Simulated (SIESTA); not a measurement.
The system is CuAu.

```xyz
2
Lattice="2.8107 0.0000 0.0000 0.0000 2.8107 0.0000 0.0000 0.0000 3.6850" Properties=species:S:1:pos:R:3 pbc="T T T"
Au    0.0000    0.0000    0.0000
Cu    1.4054    1.4054    1.8425
```

Base run:

| Property | Result |
| --- | --- |
| Program | SIESTA 5.4.2 |
| Functional | PBE |
| Potentials or basis | PseudoDojo 0.4 standard (PBE files) |
| Basis | DZP (energy shift 0.003 Ry; two zetas on semicore shells) |
| Grid cutoff | 800 Ry |
| Energy shift | 0.003 Ry |
| k mesh | 9 × 9 × 7 |
| Occupations | fermi-dirac, width 0.05 eV |
| Spin | no spin polarisation |

Its results: band gap on the k mesh none (metal or under the smearing width); pressure 5.0 GPa.

Task: The run is repeated on the same cell with these changes: functional from PBE to revPBE. What comes out?

Result: Band gap on the k mesh none (metal or under the smearing width); pressure 8.4 GPa.

revPBE binds less tightly than PBE, so the same cell stands under more pressure.

Caveats: short orbitals over semicore shells can move pressures by several GPa; the basis of atomic orbitals isn't converged, which shifts pressures, moduli and gaps; the potentials were made for another functional, which shifts forces and pressure (some runs).

Not every run made on this cell is shown here.
